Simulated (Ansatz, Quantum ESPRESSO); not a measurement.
## Equation of state of rock salt SrO

How stiff is rock salt SrO under hydrostatic load? Each row relaxes cell and atoms at a set pressure. The phase is followed to these pressures whether or not it stays the stable one.

Calculated with Ansatz 0.2.0, PBEsol, PAW files of the set soft_1, cutoff 600 eV, Fermi–Dirac smearing 0.02 eV, k-mesh 9×9×9, no spin polarisation, no spin-orbit coupling.

Reference cell, relaxed at zero pressure with PBEsol (Fm-3m): a = 3.6222 Å, b = 3.6222 Å, c = 3.6222 Å, α = 60.00°, β = 60.00°, γ = 60.00°.

```
atom       x       y       z
  Sr  0.0000  0.0000  0.0000
   O  0.5000  0.5000  0.5000
```

| V (Å³/atom) | V/V0 | P (GPa) | E − E0 (meV/atom) |
| --- | --- | --- | --- |
| 17.6144 | 1.0483 | −3.985 | 10.6 |
| 16.0178 | 0.9533 | 5.000 | 11.7 |
| 14.8825 | 0.8857 | 14.997 | 80.3 |
| 14.4449 | 0.8597 | 19.997 | 127.9 |
| 13.7284 | 0.8171 | 29.994 | 238.8 |

V0 = 16.8022 Å³ an atom, where the residual pressure P0 is −0.003 GPa. **Question.** Fit the Birch–Murnaghan law and give the pressure and the energy at V = 15.3965 Å³ an atom, a row left out above.

With the Eulerian strain f = ½[(V0/V)^(2/3) − 1] and F = (P − P0)/[3f(1 + 2f)^(5/2)], the third-order law is the line F = B0 + (3/2) B0 (B′ − 4) f.

```
       f  F (GPa)
 0.07209    99.04
 0.05302    97.74
 0.04212    96.97
 0.01619    95.10
−0.01549    92.70
```

A straight line through the 5 rows: the means are 0.03359 for f and 96.31 for F, Σ(Δx)² = 0.004644 and ΣΔxΔy = 0.3368, so the slope is 0.3368/0.004644 = 72.511 and the intercept 96.31 − (72.511)(0.03359) = 93.875.

Hence B0 = 93.9 GPa and B′ = 4 + (72.5)/(1.5 × 93.9) = 4.51. For the withheld volume f = 0.02999, F = 96.05 GPa and P = 9.99 GPa. The run itself gives 10.00 GPa, so the estimate misses by 0.01 GPa, a rounding's worth.

Integrating the same law gives E − E0 = (9/2) B0 V0 f²[1 + (B′ − 4) f] + P0(V0 − V), with 1 GPa Å³ = 6.2415 meV: 40.4 meV an atom. The run itself gives 40.4 meV, so the estimate misses by 0.0 meV, a rounding's worth.

The same fit over all rows at other levels or in other programs gives B0 = 94 GPa with PBEsol (Quantum ESPRESSO, GBRV).

[Logs are printed without paths, hosts, clocks, repeated set-up lines and the standing remarks that a program may print on its own settings, such as how far it seeks lower states.]
